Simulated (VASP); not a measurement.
# WS2 (R3m) in VASP: dielectric tensor with PBEsol+D3(BJ)

Aim: the dielectric tensor of WS2 with PBEsol+D3(BJ).

Everything below comes from runs of VASP 6.6.1. Logs are shortened: lines on timing, memory, paths and dates and some standing lists are left out, and cuts for length are marked.

### Step 1. The crystal as given

Symmetry: R3m, No. 160, trigonal system. Conventional cell: a = 3.121 Å, b = 3.121 Å, c = 17.529 Å, α = 90.00°, β = 90.00°, γ = 120.00°. W (site symmetry 3m) has 6 S at 2.39 Å as nearest neighbours. S (site symmetry 3m) has 3 W at 2.39 Å as nearest neighbours. Around S (site symmetry 3m) lie 3 W at 2.39 Å.

Measurements of this composition are mostly on another form, of space group No. 194.

### Step 2. Dielectric tensor, PBEsol+D3(BJ)

File INCAR:

```
SYSTEM = WS2
ALGO = Normal
EDIFF = 1E-7
ENCUT = 520
GGA = PS
ISIF = 2
ISMEAR = 0
IVDW = 12
KPAR = 4
LASPH = .True.
LCHARG = .False.
LEPSILON = .True.
LREAL = .False.
LWAVE = .False.
NELM = 80
PREC = Accurate
SIGMA = 0.02
```

File KPOINTS:

```
k-points
0
Gamma
  6 6 6
  0 0 0
```

File POSCAR:

```
WS2                                     
1.0
    1.5603204281      0.9008514238      5.8431524872
   -1.5603204281      0.9008514238      5.8431524872
   -0.0000000000     -1.8017028384      5.8431524873
  W               S             
     1     2
Direct
     0.0006360138898107    0.0006360138898107    0.0006360138899102
     0.2444881293101140    0.2444881293101140    0.2444881293101850
     0.4235758568000766    0.4235758568000766    0.4235758567998990
```

Potentials or basis: VASP PAW PBE potentials, release 64 (W_sv, S).

Started as:

```console
$ cat potpaw_PBE.64/W_sv/POTCAR potpaw_PBE.64/S/POTCAR > POTCAR
$ mpirun -np 4 vasp_std > vasp.out
```

OUTCAR:

```text
SYSTEM = WS2
   EDIFF = 1E-7
   ENCUT = 520
   GGA = PS
   ISIF = 2
   ISMEAR = 0
   IVDW = 12
   LASPH = .True.
   LEPSILON = .True.
   LREAL = .False.
   NELM = 80
   PREC = Accurate
 IVDW          = 12

 ion  position               nearest neighbor table
   1  0.001  0.001  0.001-   2 2.39   2 2.39   2 2.39   3 2.39   3 2.39   3 2.39
   2  0.244  0.244  0.244-   1 2.39   1 2.39   1 2.39
   3  0.424  0.424  0.424-   1 2.39   1 2.39   1 2.39

  LATTYP: Found a trigonal (rhomboedric) cell.
 ALAT       =     6.1146188855
 COS(alpha) =     0.8697676735

  Lattice vectors:

 A1 = (   1.5603204281,   0.9008514238,   5.8431524872)
 A2 = (  -1.5603204281,   0.9008514238,   5.8431524872)
 A3 = (   0.0000000000,  -1.8017028384,   5.8431524873)

Analysis of symmetry for initial positions (statically):
=====================================================================
 Subroutine PRICEL returns:
 Original cell was already a primitive cell.

 Routine SETGRP: Setting up the symmetry group for a
 trigonal (rhombohedral) supercell.

 Subroutine GETGRP returns: Found  6 space group operations
 (whereof  6 operations were pure point group operations)
 out of a pool of 12 trial point group operations.

The static configuration has the point symmetry C_3v.

Analysis of symmetry for dynamics (positions and initial velocities):
=====================================================================
 Subroutine PRICEL returns:
 Original cell was already a primitive cell.

 Routine SETGRP: Setting up the symmetry group for a
 trigonal (rhombohedral) supercell.

 Subroutine GETGRP returns: Found  6 space group operations
 (whereof  6 operations were pure point group operations)
 out of a pool of 12 trial point group operations.

The dynamic configuration has the point symmetry C_3v.

 Subroutine INISYM returns: Found  6 space group operations
 (whereof  6 operations are pure point group operations),
 and found     1 'primitive' translations

----------------------------------------------------------------------------------------

                                     Primitive cell

  volume of cell :      49.2794

  direct lattice vectors                    reciprocal lattice vectors
[... 639 lines left out ...]
 -----------------------------------------------------------------------------------
      0.00000      0.00000      0.01115         0.000000     -0.000000     -0.000031
      0.00000      0.00000      4.28574         0.000000     -0.000000     -0.001322
      0.00000      0.00000      7.42505         0.000000      0.000000      0.001353
 -----------------------------------------------------------------------------------
    total drift:                                0.000000      0.000000     -0.000034

  FREE ENERGIE OF THE ION-ELECTRON SYSTEM (eV)
  ---------------------------------------------------
  free  energy   TOTEN  =       -26.4698741625 eV

  energy  without entropy=      -26.4698741625  energy(sigma->0) =      -26.46987416

 HEAD OF MICROSCOPIC STATIC DIELECTRIC TENSOR (INDEPENDENT PARTICLE, excluding Hartree and local field effects)
 ------------------------------------------------------
          16.290886     0.000000     0.000000
          -0.000000    16.290886     0.000000
           0.000000     0.000000    11.088371
 ------------------------------------------------------

 Free energy of the ion-electron system (eV)
  ---------------------------------------------------
  ---------------------------------------------------
  free energy    TOTEN  =        -2.07441888 eV

  energy without entropy =       -2.07441888

------------------------ aborting loop because EDIFF is reached ----------------------------------------

 Edisp (eV)   -1.25350

 E8    (eV) :    -0.8135
[... 7 lines left out ...]
 E8    (eV) :    -0.8135

--------------------------------------- Ionic step        3  -------------------------------------------

 Free energy of the ion-electron system (eV)
  ---------------------------------------------------
  ---------------------------------------------------
  free energy    TOTEN  =        -1.04173969 eV

  energy without entropy =       -1.04173969

------------------------ aborting loop because EDIFF is reached ----------------------------------------

 Edisp (eV)   -1.25350

 E8    (eV) :    -0.8135

 PIEZOELECTRIC TENSOR FIELD DIRECTION 3  (e Angst)
 -----------------------------------------------------------------------------
    -0.01525 -0.00000  0.00000           ( -0.00201  0.00000  0.00000)
     0.00000 -0.01525  0.00000           (  0.00000 -0.00201 -0.00000)
     0.00000  0.00000  0.40534           (  0.00000 -0.00000 -0.00155)

 PIEZOELECTRIC TENSOR FIELD DIRECTION 3  (C/m^2)
 -----------------------------------------------------------------------------
    -0.00496 -0.00000  0.00000
     0.00000 -0.00496  0.00000
     0.00000  0.00000  0.13178

 MACROSCOPIC STATIC DIELECTRIC TENSOR (including local field effects in DFT)
 ------------------------------------------------------
          15.451833     0.000000     0.000000
           0.000000    15.451833     0.000000
           0.000000     0.000000     8.304773
 ------------------------------------------------------

 PIEZOELECTRIC TENSOR (including local field effects)  for field in x, y, z        (e  Angst)
          XX          YY          ZZ          XY          YZ          ZX
  --------------------------------------------------------------------------------
  x     0.00000    -0.00000     0.00000     1.29174     0.00000     0.14854
  y     1.29174    -1.29174     0.00000     0.00000     0.14854     0.00000
  z    -0.01525    -0.01525     0.40534     0.00000     0.00000     0.00000

 PIEZOELECTRIC TENSOR (including local field effects)  for field in x, y, z        (C/m^2)
          XX          YY          ZZ          XY          YZ          ZX
  --------------------------------------------------------------------------------
  x     0.00000    -0.00000     0.00000     0.41997     0.00000     0.04829
  y     0.41997    -0.41997     0.00000     0.00000     0.04829     0.00000
  z    -0.00496    -0.00496     0.13178     0.00000     0.00000     0.00000

 BORN EFFECTIVE CHARGES (including local field effects) (in |e|, cummulative output)
 ---------------------------------------------------------------------------------
 ion    1
    1    -0.71105     0.00000     0.00000
    2     0.00000    -0.71105    -0.00000
    3     0.00000    -0.00000    -0.78314
 ion    2
    1     0.37771     0.00000     0.00000
    2     0.00000     0.37771     0.00000
    3     0.00000     0.00000     0.49167
 ion    3
    1     0.33334     0.00000     0.00000
    2     0.00000     0.33334     0.00000
    3     0.00000     0.00000     0.29147
```

stdout:

```text
POSCAR found type information on POSCAR W S
 POSCAR found :  2 types and       3 ions
 scaLAPACK will be used
 -----------------------------------------------------------------------------
|                                                                             |
|                                                                             |
|     You enforced a specific xc type in the INCAR file but a different       |
[... 28 lines left out ...]
  Direction:   1
 dielectric tensor                  component  1 :    15.452    -0.034    -0.000
 Linear response to external field, progress :
  Direction:   2
 dielectric tensor                  component  2 :    -0.321    15.452    -0.000
 Linear response to external field, progress :
  Direction:   3
 dielectric tensor                  component  3 :     0.254     0.013     8.305
 Born effective charges drift removed
```

Wall time 6.1 min (4 MPI ranks of Intel Xeon Platinum 8488C (Sapphire Rapids), shared host); peak memory 0.54 GiB.

Results:

```
Band gap on the k mesh                  : 0.72 eV, indirect (least direct gap 2.03 eV)
Electronic dielectric tensor (diagonal) : 15.45, 15.45, 8.30
Born charges (mean of the diagonal)     : W -0.74; S +0.42, +0.32 e
Dispersion energy per atom              : -0.418 eV
```

Levels at points of the mesh, in eV from the valence-band top:
```tsv
k point	band 10	band 11	band 12	band 13	band 14	band 15	band 16	band 17
(0.00, 0.00, 0.00)	-2.46	-2.46	-1.66	-1.25	2.03	2.03	2.46	2.46
(0.50, 0.00, 0.00)	-4.44	-2.76	-2.02	-1.86	2.29	2.40	3.53	3.57
(0.50, 0.50, 0.00)	-4.27	-3.63	-2.27	-1.80	2.21	2.59	3.08	4.44
(0.50, 0.50, 0.50)	-3.74	-2.39	-2.39	0.00	2.12	2.12	2.27	2.27
```

Electronic dielectric tensor:
```
15.45  0.00  0.00
 0.00 15.45  0.00
 0.00  0.00  8.30
```

Born effective charge tensors (e):
atom 1, W
```
-0.71  0.00  0.00
 0.00 -0.71  0.00
 0.00  0.00 -0.78
```
atom 2, S
```
0.38 0.00 0.00
0.00 0.38 0.00
0.00 0.00 0.49
```
atom 3, S
```
0.33 0.00 0.00
0.00 0.33 0.00
0.00 0.00 0.29
```

Caveat: spin-orbit coupling is left out, which moves the levels of the heavy elements.
